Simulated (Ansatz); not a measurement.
# TlBr: the cost of one run

Method: reference: DFT, HSE06, plane waves, PAW, in Ansatz 0.2.0.

2 further runs of the same task are left out: 2 that didn't finish.

## 1. The starting structure

Symmetry: Pm-3m, No. 221, cubic system. The conventional cell has a = 3.946 Å, b = 3.946 Å, c = 3.946 Å, α = 90.00°, β = 90.00°, γ = 90.00°. Tl (site symmetry m-3m) is surrounded by 8 Br at 3.42 Å. Br (site symmetry m-3m) has 8 Tl at 3.42 Å as nearest neighbours.

As a file:

```
Tl Br
1.0
     3.94619    0.00000    0.00000
     0.00000    3.94619    0.00000
     0.00000    0.00000    3.94619
Tl Br
1 1
Direct
  0.00000 0.00000 0.00000
  0.50000 0.50000 0.50000
```

## 2. Baseline

File input.yaml:

```yaml
crystal:
  lattice:
    - [3.9461933165, 0.0, 0.0]
    - [0.0, 3.9461933165, 0.0]
    - [0.0, 0.0, 3.9461933165]
  atoms:
    - { symbol: Tl, position: [0.0, 0.0, 0.0] }
    - { symbol: Br, position: [0.5, 0.5, 0.5] }
kpoints:
  mp_grid: { grid: [4, 4, 4] }
hamiltonian:
  xc: hse06
scf:
  occupations: { method: fixed }
  n_extra_bands: 4
output:
  forces: true
  stress: true
  eigenvalues: true
```

Started as:

```bash
ansatz run input.yaml --threads 4 --pin off --max-ram 3686MiB --backend cpu --events-out ev --progress --plain --runs-dir out
```

What time and memory should one allow on 4 threads of an x86-64 CPU, shared host?

About 13 s, with a peak of 0.91 GiB.
